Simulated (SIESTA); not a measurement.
Cu2O (Cuprite):

```
CELL_PARAMETERS angstrom
4.26000 0.00000 0.00000
0.00000 4.26000 0.00000
0.00000 0.00000 4.26000
ATOMIC_POSITIONS crystal
Cu 0.75000 0.25000 0.75000
Cu 0.75000 0.75000 0.25000
Cu 0.25000 0.75000 0.75000
Cu 0.25000 0.25000 0.25000
O 0.50000 0.50000 0.50000
O 0.00000 0.00000 0.00000
```

Base run:

- Program: SIESTA 5.4.2
- Functional: PBE
- Potentials or basis: PseudoDojo 0.4 standard (PBE files)
- Basis: TZDP (energy shift 0.002 Ry)
- Grid cutoff: 800 Ry
- Energy shift: 0.002 Ry
- k mesh: 6 × 6 × 6
- Occupations: fermi-dirac, width 0.05 eV
- Spin: no spin polarisation

Its results: band gap on the k mesh 0.52 eV, direct; pressure 2.9 GPa.

Task: The run is repeated on the same cell with these changes: basis from TZDP (energy shift 0.002 Ry) to DZ (energy shift 0.002 Ry). What comes out?

Result: Band gap on the k mesh 0.46 eV, direct; pressure 5.3 GPa.

Caveats: semicore shells carry a single zeta, which can move pressures by several GPa and volumes by a few percent; the basis of atomic orbitals isn't converged, which shifts pressures, moduli and gaps; the basis has no polarisation orbitals (some runs).
